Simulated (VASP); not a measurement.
# SnTe (F-43m) in VASP: a series of runs, part 2 of 2

VASP 6.6.1. The steps go on from the part before.

## 4. G0W0 quasiparticle levels, PBE

The input, POSCAR:

```
SnTe
1.0
    0.0000000000      3.6111460000      3.6111460000
    3.6111460000      0.0000000000      3.6111460000
    3.6111460000      3.6111460000      0.0000000000
Te Sn
1 1
Direct
    0.2500000000      0.2500000000      0.2500000000
    0.0000000000      0.0000000000      0.0000000000
```

The input, INCAR.step1:

```
PREC = Accurate
ENCUT = 450
EDIFF = 1E-8
ISMEAR = 0
SIGMA = 0.01
LREAL = F
LASPH = T
NELM = 80
ALGO = Normal
LWAVE = T
LCHARG = F
GGA = PE
```

The input, INCAR.step2:

```
PREC = Accurate
ENCUT = 450
EDIFF = 1E-8
ISMEAR = 0
SIGMA = 0.01
LREAL = F
LASPH = T
NELM = 1
ALGO = Exact
LWAVE = T
LCHARG = F
GGA = PE
NBANDS = 236
LOPTICS = T
ISTART = 1
```

The input, INCAR.step3:

```
PREC = Accurate
ENCUT = 450
EDIFF = 1E-8
ISMEAR = 0
SIGMA = 0.01
LREAL = F
LASPH = T
ALGO = EVGW0
LWAVE = F
LCHARG = F
GGA = PE
NELMGW = 1
NBANDS = 236
ENCUTGW = 200
NOMEGA = 48
PRECFOCK = Fast
ISTART = 1
NBANDSGW = 18
```

The input, KPOINTS:

```
regular mesh
0
Gamma
  2 2 2
```

Potentials or basis: VASP PAW PBE potentials, release 64 (Te_GW, Sn_d_GW).

Command:

```console
$ cat potpaw_PBE.64/Te_GW/POTCAR potpaw_PBE.64/Sn_d_GW/POTCAR > POTCAR
$ cp INCAR.step1 INCAR
$ mpirun -np 1 vasp_std > vasp.out
$ cp INCAR.step2 INCAR
$ mpirun -np 1 vasp_std > vasp.out
$ cp INCAR.step3 INCAR
$ mpirun -np 1 vasp_std > vasp.out
```

OUTCAR:

```text
PREC = Accurate
   ENCUT = 450
   EDIFF = 1E-8
   ISMEAR = 0
   LREAL = F
   LASPH = T
   GGA = PE
   NELMGW = 1
   ENCUTGW = 200
   PRECFOCK = Fast
   ISTART = 1

 Found      3 irreducible k-points:

 Following reciprocal coordinates:
            Coordinates               Weight
  0.000000  0.000000  0.000000      1.000000
  0.500000  0.000000  0.000000      4.000000
  0.500000  0.500000  0.000000      3.000000
   k-points           NKPTS =      3   k-points in BZ     NKDIM =      8   number of bands    NBANDS=    236
   number of dos      NEDOS =    301   number of ions     NIONS =      2
   total plane-waves  NPLWV =  46656
   dimension x,y,z NGX =    36 NGY =   36 NGZ =   36
   dimension x,y,z NGXF=    72 NGYF=   72 NGZF=   72
   ions per type =               1   1
   NGX,Y,Z   is equivalent  to a cutoff of  11.72, 11.72, 11.72 a.u.
   NGXF,Y,Z  is equivalent  to a cutoff of  23.44, 23.44, 23.44 a.u.
 SYSTEM =  unknown system
   PREC   = accura    normal or accurate (medium, high low for compatibility)
   ISTART =      1    job   : 0-new  1-cont  2-samecut
   ICHARG =      0    charge: 1-file 2-atom 10-const
   ISPIN  =      1    spin polarized calculation?
   LNONCOLLINEAR =      F non collinear calculations
   LSORBIT =      F    spin-orbit coupling
[... 28 lines left out ...]
   GGA     = PE    functional components
   LHFCALC =     T    Hartree Fock is set to
   PRECFOCK=fast      Normal, Fast or Accurate (Low or Medium for compatibility)
   ENCUT4O =  -1.0   cutoff for four orbital integrals eV
   NKREDX  =     1    reduce k-point grid by
   NKREDY  =     1    reduce k-point grid by
   NKREDZ  =     1    reduce k-point grid by
   AEXX    =    1.0000 exact exchange contribution
   HFSCREEN=    0.0000 screening length (either q_TF or 0.3 A-1)
   HFSCREENC=   0.0000 screening length for correlation (either q_TF or 0.3 A-1)
   ENCUTFOCK=  -1.0 apply spherical cutoff to Coloumb kernel
   IVDW    =     0    specifies the selected vdW correction
   LEPSILON=     F    determine dielectric tensor
   LRPA    =     F    only Hartree local field effects (RPA)
   LRPAFORCE           =     F    calculate RPA forces
   ENCUTGW             = 200.0    cutoff for response function in eV
   ENCUTGWSOFT         = 160.0    soft cutoff for Coulomb kernel in GW response function in eV
   ENCUTLF             =  -1.0    cutoff for local field effects
   NELMGW              =     1    number of iterations in solving QP/BSE equation
   NELMHF              =     1    number of iterations in the inner HF iteration
   NKREDLFX            =     1    NKREDLFY  =   1   NKREDLFZ  =   1
 non-spin polarized calculation
 Gauss-broadening in eV      SIGMA  =   0.01
  energy-cutoff  :      450.00
  volume of cell :       94.18
 maximum number of plane-waves:      2085
 NGX is ok and might be reduce to    36
  NGX = 20; NGY = 20; NGZ = 20
   NGX = 17   NGY = 17   NGZ = 17
 maximum number of plane-waves:       620

 QP shifts <psi_nk| G(iteration)W_0 |psi_nk>: iteration 1
 for sc-GW calculations column KS-energies equals QP-energies in previous step
 and V_xc(KS)=  KS-energies - (<T + V_ion + V_H > + <T+V_H+V_ion>^1  + <V_x>^1)

 k-point   1 :       0.0000    0.0000    0.0000
  band No.  KS-energies  QP-energies   sigma(KS)   V_xc(KS)     V^pw_x(r,r')   Z            occupation Imag(sigma)

      1     -19.3912     -21.6111     -20.9450     -17.5160     -27.0917       0.6474       2.0000       0.4521
      2     -19.3912     -21.6111     -20.9450     -17.5160     -27.0917       0.6474       2.0000       0.4521
      3     -19.3912     -21.6111     -20.9450     -17.5160     -27.0917       0.6474       2.0000       0.4521
      4     -19.3830     -21.5750     -20.9240     -17.5180     -27.0742       0.6436       2.0000       0.4817
      5     -19.3830     -21.5750     -20.9240     -17.5180     -27.0742       0.6436       2.0000       0.4817
      6      -9.0511      -9.3130     -11.2426     -10.7924     -17.0021       0.5818       2.0000       1.0054
[... 41 lines left out ...]
      4     -19.3830     -21.5852     -20.9240     -17.5179     -27.0735       0.6465       2.0000       0.4796
      5     -19.3830     -21.5852     -20.9240     -17.5179     -27.0735       0.6465       2.0000       0.4796
      6      -8.2902      -8.6434     -11.7883     -11.2166     -17.0086       0.6180       2.0000       0.8708
[... 10 lines left out ...]
     17      10.7115      10.7651      -7.8148      -7.8897      -3.1825       0.7154       0.0000      -0.2882
     18      11.0314      11.1129      -7.7749      -7.8913      -2.9037       0.6998       0.0000      -0.3482
```

OUTCAR.step1:

```text
PREC = Accurate
   ENCUT = 450
   EDIFF = 1E-8
   ISMEAR = 0
   LREAL = F
   LASPH = T
[... 156 lines left out ...]
 -----------------------------------------------------------------------------------
      1.80557      1.80557      1.80557         0.000000      0.000000     -0.000000
      0.00000      0.00000      0.00000        -0.000000     -0.000000      0.000000
 -----------------------------------------------------------------------------------
    total drift:                               -0.000000     -0.000000     -0.000000

  FREE ENERGIE OF THE ION-ELECTRON SYSTEM (eV)
  ---------------------------------------------------
  free  energy   TOTEN  =        -7.3783918491 eV

  energy  without entropy=       -7.3783918491  energy(sigma->0) =       -7.37839185
```

OUTCAR.step2:

```text
PREC = Accurate
   ENCUT = 450
   EDIFF = 1E-8
   ISMEAR = 0
   LREAL = F
[... 516 lines left out ...]
     0.00000     7.52922     7.52922     7.52922     0.00000    -0.00000     0.00000
     1.42668     8.69095     8.69095     8.69095     0.00000    -0.00000     0.00000
     2.85336    23.11302    23.11302    23.11302     0.00000    -0.00000     0.00000
     4.28004    -1.12977    -1.12977    -1.12977    -0.00000     0.00000     0.00000
     5.70672    -2.94259    -2.94259    -2.94259    -0.00000     0.00000    -0.00000
     7.13339    -0.36036    -0.36036    -0.36036    -0.00000     0.00000    -0.00000
[... 92 lines left out ...]
   139.81452     0.98088     0.98088     0.98088    -0.00000     0.00000    -0.00000
   141.24120     0.98133     0.98133     0.98133    -0.00000     0.00000    -0.00000
```

It took 4.7 min on 1 thread of AMD EPYC 7R43 (Zen 3), shared host; peak memory 0.76 GiB.

The run converged, but some of its settings lie outside the range that counts as converged, so its numbers aren't taken as properties of the crystal.

What came out:

```
Band gap on the k mesh, mean-field level : 0.81 eV, direct
Quasiparticle gap                        : 1.44 eV
Least direct quasiparticle gap           : 1.44 eV
```

Caveat: the k mesh is coarse (spacing up to 0.75 Å⁻¹), so the values aren't converged; bands, screening cutoff and mesh are small and nothing is extrapolated, so the quasiparticle values aren't converged; spin-orbit coupling is left out, which moves the levels of the heavy elements.

## 5. G0W0 quasiparticle levels, PBE

POSCAR is that of step 4.

INCAR.step1 is that of step 4.

INCAR.step2, as its differences from that of step 4:

```diff
@@ -12,3 +12,3 @@
 GGA = PE
-NBANDS = 236
+NBANDS = 386
 LOPTICS = T
```

INCAR.step3, as its differences from that of step 4:

```diff
@@ -12,3 +12,3 @@
 NELMGW = 1
-NBANDS = 236
+NBANDS = 386
 ENCUTGW = 200
```

KPOINTS is that of step 4.

Potentials or basis: VASP PAW PBE potentials, release 64 (Te_GW, Sn_d_GW).

Command:

```console
$ cat potpaw_PBE.64/Te_GW/POTCAR potpaw_PBE.64/Sn_d_GW/POTCAR > POTCAR
$ cp INCAR.step1 INCAR
$ mpirun -np 1 vasp_std > vasp.out
$ cp INCAR.step2 INCAR
$ mpirun -np 1 vasp_std > vasp.out
$ cp INCAR.step3 INCAR
$ mpirun -np 1 vasp_std > vasp.out
```

OUTCAR:

```text
PREC = Accurate
   ENCUT = 450
   EDIFF = 1E-8
   ISMEAR = 0
   LREAL = F
   LASPH = T
   GGA = PE
   NELMGW = 1
   ENCUTGW = 200
   PRECFOCK = Fast
   ISTART = 1

 Found      3 irreducible k-points:

 Following reciprocal coordinates:
            Coordinates               Weight
  0.000000  0.000000  0.000000      1.000000
  0.500000  0.000000  0.000000      4.000000
  0.500000  0.500000  0.000000      3.000000
   k-points           NKPTS =      3   k-points in BZ     NKDIM =      8   number of bands    NBANDS=    386
   number of dos      NEDOS =    301   number of ions     NIONS =      2
   total plane-waves  NPLWV =  46656
   dimension x,y,z NGX =    36 NGY =   36 NGZ =   36
   dimension x,y,z NGXF=    72 NGYF=   72 NGZF=   72
[... 55 lines left out ...]
   ENCUTLF             =  -1.0    cutoff for local field effects
   NELMGW              =     1    number of iterations in solving QP/BSE equation
   NELMHF              =     1    number of iterations in the inner HF iteration
   NKREDLFX            =     1    NKREDLFY  =   1   NKREDLFZ  =   1
 non-spin polarized calculation
 Gauss-broadening in eV      SIGMA  =   0.01
  energy-cutoff  :      450.00
  volume of cell :       94.18
 maximum number of plane-waves:      2085
 NGX is ok and might be reduce to    36
  NGX = 20; NGY = 20; NGZ = 20
   NGX = 17   NGY = 17   NGZ = 17
 maximum number of plane-waves:       620

 QP shifts <psi_nk| G(iteration)W_0 |psi_nk>: iteration 1
 for sc-GW calculations column KS-energies equals QP-energies in previous step
 and V_xc(KS)=  KS-energies - (<T + V_ion + V_H > + <T+V_H+V_ion>^1  + <V_x>^1)

 k-point   1 :       0.0000    0.0000    0.0000
  band No.  KS-energies  QP-energies   sigma(KS)   V_xc(KS)     V^pw_x(r,r')   Z            occupation Imag(sigma)

      1     -19.3912     -22.0052     -21.6039     -17.5160     -27.0917       0.6395       2.0000       0.2239
      2     -19.3912     -22.0052     -21.6039     -17.5160     -27.0917       0.6395       2.0000       0.2239
      3     -19.3912     -22.0052     -21.6039     -17.5160     -27.0917       0.6395       2.0000       0.2239
      4     -19.3830     -21.9789     -21.5965     -17.5180     -27.0742       0.6365       2.0000       0.2069
      5     -19.3830     -21.9789     -21.5965     -17.5180     -27.0742       0.6365       2.0000       0.2069
      6      -9.0511      -9.3949     -11.3805     -10.7924     -17.0021       0.5848       2.0000       0.8229
[... 41 lines left out ...]
      4     -19.3830     -21.9901     -21.5962     -17.5179     -27.0735       0.6393       2.0000       0.2063
      5     -19.3830     -21.9901     -21.5962     -17.5179     -27.0735       0.6393       2.0000       0.2063
      6      -8.2902      -8.7438     -11.9440     -11.2166     -17.0086       0.6237       2.0000       0.6929
[... 10 lines left out ...]
     17      10.7115      10.7021      -7.9028      -7.8897      -3.1825       0.7167       0.0000      -0.3348
     18      11.0314      11.0647      -7.8438      -7.8913      -2.9037       0.7013       0.0000      -0.3744
```

OUTCAR.step2:

```text
PREC = Accurate
   ENCUT = 450
   EDIFF = 1E-8
   ISMEAR = 0
   LREAL = F
[... 516 lines left out ...]
     0.00000     7.55000     7.55000     7.55000     0.00000    -0.00000     0.00000
     1.96048    10.47429    10.47429    10.47429     0.00000    -0.00000     0.00000
     3.92096     6.23806     6.23806     6.23806     0.00000    -0.00000     0.00000
     5.88144    -2.13505    -2.13505    -2.13505     0.00000    -0.00000     0.00000
     7.84192     0.31539     0.31539     0.31539     0.00000     0.00000     0.00000
     9.80240    -1.07138    -1.07138    -1.07138     0.00000     0.00000     0.00000
[... 92 lines left out ...]
   192.12708     0.99020     0.99020     0.99020    -0.00000     0.00000    -0.00000
   194.08756     0.99042     0.99042     0.99042    -0.00000     0.00000    -0.00000
```

Wall time 7.7 min (1 thread of AMD EPYC 7R43 (Zen 3), shared host); peak memory 0.79 GiB.

These settings aren't checked as converged: the numbers below hold their error.

What came out:

```yaml
Band_gap_on_the_k_mesh_mean-field_level: 0.81 eV, direct
Quasiparticle_gap: 1.46 eV
Least_direct_quasiparticle_gap: 1.46 eV
```

Caveat: the k mesh is coarse (spacing up to 0.75 Å⁻¹), so the values aren't converged; bands, screening cutoff and mesh are small and nothing is extrapolated, so the quasiparticle values aren't converged; spin-orbit coupling is left out, which moves the levels of the heavy elements.

## 6. The reference run

An earlier run on the cell as given: functional PBEsol; potentials or basis VASP PAW PBE potentials, release 64 (Te, Sn_d); cutoff 520 eV; k mesh 7 × 7 × 7; occupations fermi-dirac, width 0.05 eV; no spin polarisation.

- Pressure: -1.4 GPa
- Band gap on the k mesh: 0.28 eV, indirect (least direct gap 0.79 eV)
